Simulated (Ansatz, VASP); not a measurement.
W: VASP beside Ansatz

```
W
1.0
     0.00000    2.03000    2.03000
     2.03000    0.00000    2.03000
     2.03000    2.03000    0.00000
W
1
Direct
  0.00000 0.00000 0.00000
```

This isn't the form of W at room conditions, which is bcc.

Alike in both runs: task single point; functional LDA; k mesh 11 × 11 × 11; occupations tetrahedron; no spin polarisation.

|  | VASP | Ansatz |
| --- | --- | --- |
| version | VASP 6.6.1 | Ansatz 0.2.0 |
| potentials or method | VASP PAW LDA potentials, release 64 (W_sv) | JTH PAW LDA |
| plane-wave cutoff (eV) | 520 | 1290 |
| valence electrons in the cell | 14 | 14 |

VASP gave:

| Property | Result |
| --- | --- |
| gap on the k mesh at the Fermi level (eV) | none |
| pressure (GPa) | -16.4 |

Task: Estimate Ansatz's values.

Result: gap on the k mesh at the Fermi level (eV): none; pressure (GPa): -17.6.

A gap of «none» marks a metal or a gap that the smearing closes.

Caveats: so large a pressure means that the cell lies far from this level's equilibrium, or that cutoff or potentials fall short; tetrahedron occupations give inexact forces and stress in metals (VASP); with tetrahedron occupations forces and stress needn't match the slope of the energy (Ansatz). Spin-orbit coupling is left out, which matters for the levels of W.
